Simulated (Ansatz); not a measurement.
# Residual resistivity of an alloy: Rh(111) with 4 layers of random Rh-Re, 2x2, part 2 of 2

How strongly does chemical disorder scatter in Rh(111) with 4 layers of random Rh-Re, 2x2?

Ansatz 0.2.0; Ansatz plane-wave DFT, PBE, PAW files; ballistic transport by layer matching (Landauer), zero bias; PAW set soft_1.

So far. Step 3 (With 8 alloy layers): Over the solved energies the transmission per spin lies between 2.28 and 2.38, out of 6.95 channels of the lead on average (up to 7.08). The log calls the step of a lead's potential too much.

## Step 4: With 12 alloy layers

In 12 layers a share of 0.5 of the sites is given to Re at random. A fresh draw is used; the growth of the resistance with length is what counts.

System of this step: Rh(111) with 12 layers of random Rh-Re, 2x2. The cell holds 72 atoms: 48 Rh and 24 Re. Its edges and angles: a = 5.378 Å, b = 5.378 Å, c = 39.523 Å, α = 90.0°, β = 90.0°, γ = 120.0°. It derives from Rh. Regions: lead, 24 atoms (24 Rh); scattering region, 48 atoms (24 Re and 24 Rh). The structure is stacked along c, and the current runs across the ab planes.

Contents of input.yaml:

```yaml
crystal:
  lattice:
    - [5.3783955991, 0.0, 0.0]
    - [-2.6891977995, 4.6578272204, 0.0]
    - [0.0, 0.0, 39.5229745576]
  atoms:
    - { symbol: Rh, position: [0.0, 0.0, 0.0277777778] }
    - { symbol: Rh, position: [0.0, 0.5, 0.0277777778] }
    - { symbol: Rh, position: [0.5, 0.0, 0.0277777778] }
    - { symbol: Rh, position: [0.5, 0.5, 0.0277777778] }
    - { symbol: Rh, position: [0.1666666667, 0.3333333333, 0.0833333333] }
    - { symbol: Rh, position: [0.1666666667, 0.8333333333, 0.0833333333] }
    - { symbol: Rh, position: [0.6666666667, 0.3333333333, 0.0833333333] }
    - { symbol: Rh, position: [0.6666666667, 0.8333333333, 0.0833333333] }
    - { symbol: Rh, position: [0.3333333333, 0.1666666667, 0.1388888889] }
    - { symbol: Rh, position: [0.3333333333, 0.6666666667, 0.1388888889] }
    - { symbol: Rh, position: [0.8333333333, 0.1666666667, 0.1388888889] }
    - { symbol: Rh, position: [0.8333333333, 0.6666666667, 0.1388888889] }
    - { symbol: Re, position: [0.0, 0.0, 0.1944444444] }
    - { symbol: Rh, position: [0.0, 0.5, 0.1944444444] }
    - { symbol: Re, position: [0.5, 0.0, 0.1944444444] }
    - { symbol: Re, position: [0.5, 0.5, 0.1944444444] }
    - { symbol: Re, position: [0.1666666667, 0.3333333333, 0.25] }
    - { symbol: Rh, position: [0.1666666667, 0.8333333333, 0.25] }
    - { symbol: Re, position: [0.6666666667, 0.3333333333, 0.25] }
    - { symbol: Rh, position: [0.6666666667, 0.8333333333, 0.25] }
    - { symbol: Rh, position: [0.3333333333, 0.1666666667, 0.3055555556] }
    - { symbol: Rh, position: [0.3333333333, 0.6666666667, 0.3055555556] }
    - { symbol: Rh, position: [0.8333333333, 0.1666666667, 0.3055555556] }
    - { symbol: Rh, position: [0.8333333333, 0.6666666667, 0.3055555556] }
    - { symbol: Re, position: [0.0, 0.0, 0.3611111111] }
    - { symbol: Re, position: [0.0, 0.5, 0.3611111111] }
    - { symbol: Rh, position: [0.5, 0.0, 0.3611111111] }
    - { symbol: Rh, position: [0.5, 0.5, 0.3611111111] }
    - { symbol: Re, position: [0.1666666667, 0.3333333333, 0.4166666667] }
    - { symbol: Re, position: [0.1666666667, 0.8333333333, 0.4166666667] }
    - { symbol: Rh, position: [0.6666666667, 0.3333333333, 0.4166666667] }
    - { symbol: Rh, position: [0.6666666667, 0.8333333333, 0.4166666667] }
    - { symbol: Re, position: [0.3333333333, 0.1666666667, 0.4722222222] }
    - { symbol: Re, position: [0.3333333333, 0.6666666667, 0.4722222222] }
    - { symbol: Re, position: [0.8333333333, 0.1666666667, 0.4722222222] }
    - { symbol: Re, position: [0.8333333333, 0.6666666667, 0.4722222222] }
    - { symbol: Rh, position: [0.0, 0.0, 0.5277777778] }
    - { symbol: Re, position: [0.0, 0.5, 0.5277777778] }
    - { symbol: Rh, position: [0.5, 0.0, 0.5277777778] }
    - { symbol: Re, position: [0.5, 0.5, 0.5277777778] }
    - { symbol: Re, position: [0.1666666667, 0.3333333333, 0.5833333333] }
    - { symbol: Re, position: [0.1666666667, 0.8333333333, 0.5833333333] }
    - { symbol: Re, position: [0.6666666667, 0.3333333333, 0.5833333333] }
    - { symbol: Rh, position: [0.6666666667, 0.8333333333, 0.5833333333] }
    - { symbol: Rh, position: [0.3333333333, 0.1666666667, 0.6388888889] }
    - { symbol: Rh, position: [0.3333333333, 0.6666666667, 0.6388888889] }
    - { symbol: Rh, position: [0.8333333333, 0.1666666667, 0.6388888889] }
    - { symbol: Re, position: [0.8333333333, 0.6666666667, 0.6388888889] }
    - { symbol: Rh, position: [0.0, 0.0, 0.6944444444] }
    - { symbol: Rh, position: [0.0, 0.5, 0.6944444444] }
    - { symbol: Rh, position: [0.5, 0.0, 0.6944444444] }
    - { symbol: Rh, position: [0.5, 0.5, 0.6944444444] }
    - { symbol: Rh, position: [0.1666666667, 0.3333333333, 0.75] }
    - { symbol: Re, position: [0.1666666667, 0.8333333333, 0.75] }
    - { symbol: Re, position: [0.6666666667, 0.3333333333, 0.75] }
    - { symbol: Re, position: [0.6666666667, 0.8333333333, 0.75] }
    - { symbol: Rh, position: [0.3333333333, 0.1666666667, 0.8055555556] }
    - { symbol: Rh, position: [0.3333333333, 0.6666666667, 0.8055555556] }
    - { symbol: Re, position: [0.8333333333, 0.1666666667, 0.8055555556] }
    - { symbol: Re, position: [0.8333333333, 0.6666666667, 0.8055555556] }
    - { symbol: Rh, position: [0.0, 0.0, 0.8611111111] }
    - { symbol: Rh, position: [0.0, 0.5, 0.8611111111] }
    - { symbol: Rh, position: [0.5, 0.0, 0.8611111111] }
    - { symbol: Rh, position: [0.5, 0.5, 0.8611111111] }
    - { symbol: Rh, position: [0.1666666667, 0.3333333333, 0.9166666667] }
    - { symbol: Rh, position: [0.1666666667, 0.8333333333, 0.9166666667] }
    - { symbol: Rh, position: [0.6666666667, 0.3333333333, 0.9166666667] }
    - { symbol: Rh, position: [0.6666666667, 0.8333333333, 0.9166666667] }
    - { symbol: Rh, position: [0.3333333333, 0.1666666667, 0.9722222222] }
    - { symbol: Rh, position: [0.3333333333, 0.6666666667, 0.9722222222] }
    - { symbol: Rh, position: [0.8333333333, 0.1666666667, 0.9722222222] }
    - { symbol: Rh, position: [0.8333333333, 0.6666666667, 0.9722222222] }
kpoints:
  mp_grid: { grid: [5, 5, 1] }
hamiltonian:
  xc: pbe
  pseudopotentials: { kind: paw, azcp: { folder: soft_1 } }
scf:
  occupations: { method: fermi_dirac, width: 0.1 }
output:
  transmission:
    leads: [[0, 4]]
    kmesh: [10, 10]
    e_range: [-0.05, 0.05]
    de: 0.05
  write_potential: true
  write_density: true
  volumetric_format: npy
```

Launch:

```bash
ansatz run input.yaml --threads 4 --pin off --max-ram 15360MiB --backend cpu --events-out ev --progress --plain --runs-dir out
```

Numbers of over 12 decimals in the logs are rounded to 6 here.

The log of the run:

```text
[...]
Crystal: 72 atoms, lattice volume = 990.115 Å³
Basis set: ecut = 420 eV, 19231 PW (Γ)
Bands: 706, of which v1, the nominal top of the filled ones, is band 588 counted from 1 (587 counted from 0)
Symmetry: 1 space group operations
[...]
k-points: 13 of 25 (time reversal used)
[...]
SCF iter   1: F=—  HF=-568371.978819 eV  |F-HF|=—  |Δ(HF+E_count)|=         —  Δρ=2.57e-1  dr2=7.44e3  ethr=3.10e-3  ⟨swp⟩=5.0  Hψ=28825  notcnv=0  defer=72
[...]
SCF iter  12: F=-568206.639877 eV  HF=-568206.639877 eV  |F-HF|=2.72e-8  |Δ(HF+E_count)|=   8.50e-9  Δρ=3.96e-7  dr2=2.81e-8  ethr=8.50e-12  ⟨swp⟩=7.5  Hψ=25918  notcnv=0
SCF 1 converged in 12 iterations: F = -568206.639877 eV  dr2 = 2.81e-8
[...]
transmission: 371 of 3692 steps passed
transmission: 741 of 3692 steps passed
[...]
transmission: 3692 of 3692 steps passed
SCF converged after 12 iterations
Free energy (F): -568206.639877 eV
[...]
Internal energy: -568204.158984 eV  (E = F + TS)
E sigma→0 (E₀):  -568205.399431 eV
Entropy (-TS):   -2.480893 eV (-34.457 meV/atom)
Fermi energy:    23.786973 eV
[...]
--- Band table (eV; the first three rows and the last of 13) ---
  k-point 0: bands = [... 584 lower, 24.3692, 24.3727, 24.3896, 24.3924, 24.3935, 24.4033, 24.4088, 24.4161, ... 114 higher]
  k-point 1: bands = [... 584 lower, 24.0262, 24.0374, 24.0511, 24.0833, 24.1011, 24.1225, 24.1322, 24.1614, ... 114 higher]
  k-point 2: bands = [... 584 lower, 23.4065, 23.4364, 23.4619, 23.4718, 23.5033, 23.5462, 23.5640, 23.5848, ... 114 higher]
  k-point 12: bands = [... 584 lower, 23.7026, 23.7357, 23.7603, 23.7947, 23.8322, 23.8571, 23.8699, 23.8889, ... 114 higher]
--- Transmission ---
  basis      : 211 plane waves across, 71 finite elements along
  points     : 52, standing for a mesh of 10 x 10
[...]
channels       : 7.080000e0 a spin
[...]
junction   : crystal 0 to crystal 0, 0.70 to 38.03 Å
    transmission   : 1.657961e0 a spin
[...]
```

Elapsed: 21 min, on 4 threads of Arm Neoverse V2, shared host; peak memory 9.4 GiB; 79 min of CPU time.

This step gave:

```
free energy                                    : -568206.6399 eV
energy at zero smearing                        : -568205.3994 eV
Fermi energy                                   : 23.79 eV
transmission per spin nearest the Fermi level  : 1.658
open channels per spin nearest the Fermi level : 7.08
step of the lead's potential                   : 43.4 meV
```

Per spin. The transmission, zone mean by energy, zero at the Fermi level:

| energy (eV) | transmission, zone mean |
| --- | --- |
| -0.0500 | 1.62 |
| 0.0000 | 1.66 |
| 0.0500 | 1.65 |

Over the solved energies the transmission per spin lies between 1.62 and 1.66, out of 6.96 channels of the lead on average (up to 7.08). The log calls the step of a lead's potential too much.

## Step 5: The fit

This step: Ansatz plane-wave DFT, PBE, PAW files; ballistic transport by layer matching (Landauer), zero bias; residual resistivity from the slope of the area resistance, atoms on the host's lattice; PAW set soft_1 (Ansatz 0.2.0).

This step gave:

| Quantity | Value |
| --- | --- |
| resistivity | 46.13 µΩ cm |
| intercept | 0.2300 fΩ m² |
| scatter about the fit | 0.07891 fΩ m² |

Resistance, by row:

| run | length (Å) | T | channels N | RA (fΩ m²) |
| --- | --- | --- | --- | --- |
| n4 | 8.783 | 2.805 | 7 | 0.6909 |
| n8 | 17.57 | 2.319 | 6.947 | 0.9286 |
| n12 | 26.35 | 1.645 | 6.96 | 1.501 |

Table of area resistance by length of the alloy:

| length of the alloy (Å) | area resistance (fΩ m²) |
| --- | --- |
| 8.78 | 0.691 |
| 17.57 | 0.929 |
| 26.35 | 1.50 |

The area resistance goes from 0.69 to 1.5 fΩ m² between 8.8 and 26.3 Å, a slope of 46 µΩ cm.

By hand from the end points: (1.501 − 0.6909) fΩ m² / (26.35 − 8.78) Å = 46 µΩ cm, since 1 fΩ m² per Å is 1000 µΩ cm.

## Step 6: Summary of results

```
resistivity from the slope  : 46.1 µΩ cm
area resistance over 8.78 Å : 0.691 fΩ m²
area resistance over 17.6 Å : 0.929 fΩ m²
area resistance over 26.3 Å : 1.50 fΩ m²
```

The slope gives 46 µΩ cm. The points scatter by 0.079 fΩ m² about the line, with one random draw a length in a 2x2 cell, so the slope is a rough value. Read with a model of isotropic scattering on a spherical Fermi surface and the lead's 2.2×10¹⁵ S/m², this slope means a mean free path near 7.5 Å (a rough figure, since the alloy's own channel count differs); over these lengths the model's slope is within 3 % of its bulk resistivity. The atoms sit on the host's lattice, so scattering by size misfit is left out. With 50 % of Re, whose own structure is another, this is a hypothetical phase. Spin-orbit coupling is left out, which matters for Re. A lead's potential steps by up to 49 meV from period to period, which the log calls too much, so longer leads could move the result.

[Logs are printed without paths, hosts, clocks, repeated set-up lines and the standing remarks that a program may print on its own settings, such as how far it seeks lower states.]

[Hosts, paths, dates, database ids (printed as entryN), source tags and the programs' standing remarks are cut or masked in the printed files.]
